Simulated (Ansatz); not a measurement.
**C: random displacements**

All numbers below come from DFT r2SCAN, scalar-relativistic, plane waves, PAW (Ansatz). The runs took a 500 eV cutoff, a Γ-centred 6×6×6 mesh and Gaussian smearing (0.05 eV). No spin polarisation. Energies are free energies at this smearing, counted from the undisturbed cell; pressure is positive in compression.

The starting cell (as given, not relaxed at this level):

```
C
1.0
     3.56680    0.00000    0.00000
     0.00000   -3.56680    0.00000
     0.00000    0.00000   -3.56680
C
8
Direct
  0.50000 0.00000 0.00000
  0.00000 0.50000 0.00000
  0.00000 0.00000 0.50000
  0.50000 0.50000 0.50000
  0.75000 0.75000 0.75000
  0.25000 0.25000 0.75000
  0.25000 0.75000 0.25000
  0.75000 0.25000 0.25000
```

The atoms are displaced (Å, in the unstrained cell):

```
atom ux uy uz
  C1   0.194   0.304  -0.094
  C2   0.200  -0.243   0.192
  C3  -0.257  -0.158  -0.094
  C4  -0.016   0.062  -0.313
  C5  -0.179   0.050   0.304
  C6  -0.517   0.226   0.220
  C7   0.366  -0.417  -0.320
  C8   0.210   0.175   0.105
```

Strain (Voigt, engineering shear): (-0.0206, 0.0151, -0.0600, -0.0154, 0.0384, -0.0293).

Q: What are the energy change, the stress and the forces?

A: ΔE = 4298.6 meV/atom; stress (xx, yy, zz, yz, xz, xy; compression positive) (211.48, 159.44, 210.50, 63.63, -123.70, -98.08) GPa.
```csv
atom,Fx (eV/Å),Fy,Fz
C1,1.53,-7.34,2.11
C2,-2.42,7.13,-1.66
C3,-31.92,36.55,29.85
C4,-10.84,9.69,8.98
C5,8.38,-8.06,-10.92
C6,46.36,-40.24,-41.31
C7,-3.62,10.70,1.84
C8,-7.46,-8.43,11.10
```

Cost: 1 run of about 0.22 core-minutes, on AMD EPYC 9R45 (Zen 5) (shared hosts).